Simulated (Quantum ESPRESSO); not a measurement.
## WS2 in Quantum ESPRESSO: the effect of Hubbard term

WS2:

```
W S
1.0
     1.57900    0.91164    6.16333
    -1.57900    0.91164    6.16333
     0.00000   -1.82327    6.16333
W S
1 2
Direct
  0.00000 0.00000 0.00000
  0.58100 0.58100 0.58100
  0.75030 0.75030 0.75030
```

Measurements of this composition are mostly on another form, of space group No. 194.

Alike in all runs:

```yaml
Program: Quantum ESPRESSO 7.5
Task: single point
Functional: PBEsol
Potentials_or_basis: GBRV 1.5 PBEsol
Cutoff: 762 eV
Density_cutoff: 6095 eV
k_mesh: 10 × 10 × 10
Occupations: fermi-dirac, width 0.05 eV
Spin: no spin polarisation
Hubbard_projectors: ortho-atomic
Mixing_beta: 0.3
Most_SCF_iterations: 120
SCF_threshold: 6e-10 Ry
```

**Question.** One run gave: gap on the mesh 1.14 eV; pressure 1.5 GPa. Which Hubbard term did it use?
A. W d U = 3 eV
B. W d U = 5 eV
C. W d U = 8 eV
D. W d U = 1 eV
E. W d U = 2 eV

**Answer.** C.

```tsv
Hubbard term	gap on the mesh (eV)	pressure (GPa)
none	1.02	-0.4
W d U = 1 eV	1.04	-0.3
W d U = 2 eV	1.06	-0.3
W d U = 3 eV	1.09	-0.1
W d U = 4 eV	1.13	0.0
W d U = 5 eV	1.18	0.1
W d U = 6 eV	1.25	0.4
W d U = 8 eV	1.14	1.5
```

Caveats: spin-orbit coupling is left out, which moves the levels of the heavy elements.

A k mesh can miss the band edges.

Not every run made on this cell is shown here.
